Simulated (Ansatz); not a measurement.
Energy, volume and coordination in SnO

The calculation used DFT PBE, scalar-relativistic, plane waves, PAW in Ansatz. Settings: cutoff 420 eV, Γ-centred meshes spaced at most about 0.3 Å⁻¹, and about 0.25 Å⁻¹ or finer for metals (2π included), Gaussian smearing. No spin polarisation.

These are static total energies at zero pressure. Rows are sorted by volume; energies count from the lowest form computed. Coordination counts O atoms around Sn (those within 1.25 times the shortest such distance or 1.15 times the sum of covalent radii; the shortest distance is added where it is long for a bond).

```tsv
row	form	source	atoms	coordination	V (Å³/atom)	gap on mesh (eV)	ΔE (meV/atom)
1	caesium chloride type, Pm-3m	invented	2	Sn 8 from 2.7 Å	15.4	0	771
2	anti-nickel arsenide type, P6_3/mmc	invented	4	Sn 6 from 2.5 Å	16.2	0	?
3	nickel arsenide type, P6_3/mmc	invented	4	Sn 6 from 2.6 Å	16.8	0	528
4	litharge type, P4/nmm	Materials Project, matches COD	4	Sn 4	19.0	0.50	0
5	P6_3mc	invented	4	Sn 3	22.5	1.49	312
6	P6_3/mmc	invented	4	Sn 3	28.7	0.12	630
```

The cell of row 2:

```
CELL_PARAMETERS angstrom
3.42437 0.00000 0.00000
-1.71219 2.96559 0.00000
0.00000 0.00000 6.38239
ATOMIC_POSITIONS crystal
Sn 0.33333 0.66667 0.25000
Sn 0.66667 0.33333 0.75000
O 0.00000 0.00000 0.00000
O 0.00000 0.00000 0.50000
```

Question: Estimate the missing energy, and say where the row ranks.

Answer: 0.49 eV/atom, which puts it above row 5 and below row 3. Counting O atoms around Sn, row 2 has Sn 6 from 2.5 Å and the lowest form (row 4) has Sn 4.

The lowest form is a structure that the Crystallography Open Database (COD) lists.

Weakly bound directions are ill-defined at this level, which has no dispersion term (P4/nmm, P6_3mc, P6_3/mmc at 28.7 Å³/atom), and this can change margins and order among such cells. Kohn–Sham gaps at this level usually fall short of measured ones. The zero gap of P6_3/mmc at 16.2 Å³/atom, P6_3/mmc at 16.8 Å³/atom, Pm-3m may come from the functional, which often closes small gaps. Cells relaxed within their symmetry can be saddle points. Some structure types and database cells were kept out of the candidates from the start, so a known form may be missing.
